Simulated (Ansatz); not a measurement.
# TiO2: band structure with PBE+U

**Experimental background.**

From “Shallow Valence Band of Rutile GeO2 and P-type Doping”, 2020, arxiv:2011.08928, for a bulk crystal of TiO2 at 1.6 K: band gap 3.03 eV (direct).

Crystal: TiO2.

```
Ti O
1.0
     4.59984    0.00000    0.00000
     0.00000    4.59984    0.00000
     0.00000    0.00000    2.95921
Ti O
2 4
Direct
  0.00000 0.00000 0.50000
  0.50000 0.50000 0.00000
  0.30432 0.30432 0.50000
  0.19568 0.80432 0.00000
  0.80432 0.19568 0.00000
  0.69568 0.69568 0.50000
```

The cell is a database's computed one.

- Program: Ansatz 0.2.0
- Task: band structure
- Functional: PBE
- Potentials or basis: Ansatz PAW
- Cutoff: 420 eV (not typed: the program's choice for these potentials)
- k mesh: 6 × 6 × 9
- Occupations: fermi-dirac, width 0.05 eV
- Spin: no spin polarisation
- Hubbard terms: Ti d U = 6 eV
- Path: [["G", "X", "M", "G", "Z", "R", "A", "Z"], ["X", "R"], ["M", "A"]]
- Points for each segment of the path: 14
- Hubbard projectors: ortho-atomic (the default)
- Double counting: fll (the default)

| Quantity | Value |
| --- | --- |
| Pressure | 10.0 GPa |
| Largest force | 0.012 eV/Å |
| Band gap on the k mesh | 2.56 eV, indirect (least direct gap 2.65 eV) |
| Band gap along the path | 2.56 eV, indirect (least direct gap 2.65 eV) |

Forces on the atoms (eV/Å):
```
Ti   0.000  0.000  0.000
Ti   0.000  0.000  0.000
O    0.008  0.008  0.000
O   -0.008  0.008  0.000
O    0.008 -0.008  0.000
O   -0.008 -0.008  0.000
```

Stress tensor (GPa, compression positive):
```
 7.86  0.00  0.00
 0.00  7.86  0.00
 0.00  0.00 14.15
```

Levels at the corners of the path, in eV from the valence-band top:
```tsv
point	band 20	band 21	band 22	band 23	band 24	band 25	band 26	band 27	band 28	band 29
Γ	-2.20	-0.87	-0.56	-0.56	0.00	2.65	2.76	3.14	3.14	3.14
X	-3.07	-1.72	-1.72	-0.80	-0.80	3.18	3.18	3.65	3.65	3.95
M	-1.96	-1.50	-1.50	-1.25	-1.25	2.56	2.56	3.16	3.16	4.28
Γ	-2.20	-0.87	-0.56	-0.56	0.00	2.65	2.76	3.14	3.14	3.14
Z	-2.99	-2.23	-2.23	-1.51	-1.51	3.52	3.52	3.90	3.90	4.06
R	-2.62	-1.94	-1.94	-1.13	-1.13	2.69	2.69	3.89	3.89	4.22
A	-2.98	-1.23	-1.23	-0.76	-0.76	3.28	3.28	3.57	3.57	3.98
Z	-2.99	-2.23	-2.23	-1.51	-1.51	3.52	3.52	3.90	3.90	4.06
X	-3.07	-1.72	-1.72	-0.80	-0.80	3.18	3.18	3.65	3.65	3.95
R	-2.62	-1.94	-1.94	-1.13	-1.13	2.69	2.69	3.89	3.89	4.22
M	-1.96	-1.50	-1.50	-1.25	-1.25	2.56	2.56	3.16	3.16	4.28
A	-2.98	-1.23	-1.23	-0.76	-0.76	3.28	3.28	3.57	3.57	3.98
```

Eigenvalues of the final occupation matrices:
| site | spin | trace | eigenvalues |
| --- | --- | --- | --- |
| site 1 | 1 | 1.00 | 0.11 0.14 0.14 0.29 0.31 |
| site 2 | 1 | 1.00 | 0.11 0.14 0.14 0.29 0.31 |

It took 9.2 s on 2 threads of Arm Neoverse V1 (shared host), peak memory 0.56 GiB.

Against the measured direct gap of TiO2, 3.03 eV (direct; 1.6 K; quoted in “Shallow Valence Band of Rutile GeO2 and P-type Doping”, 2020, arxiv:2011.08928), the calculated 2.65 eV is off by -0.38 eV. The value is that of PBE+U, without temperature or zero-point motion. The cell is a database's relaxed one, not the measured one, which moves gaps too.

Caveat: the pressure holds a Pulay correction of +0.7 GPa for the finite cutoff.
